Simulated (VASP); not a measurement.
Crystal: Al.

```
Al
1.0
     0.00000    2.02481    2.02481
     2.02481    0.00000    2.02481
     2.02481    2.02481    0.00000
Al
1
Cartesian
  0.0000 0.0000 0.0000
```

Base run:

| Quantity | Value |
| --- | --- |
| Program | VASP 6.6.1 |
| Functional | TPSS |
| Potentials or basis | VASP PAW PBE potentials, release 64 (Al) |
| Cutoff | 520 eV |
| k mesh | 11 × 11 × 11 |
| Occupations | fermi-dirac, width 0.05 eV |
| Spin | no spin polarisation |

Its results: pressure -2.2 GPa.

Q: After a change of settings the same cell gave: pressure 0.0 GPa. Which change was it?
A. functional from TPSS to PBEsol
B. functional from TPSS to SCAN
C. functional from TPSS to PW91
D. functional from TPSS to AM05

A: C.

Caveats: the PAW data sets were made with another functional, which shifts forces and pressure a little.
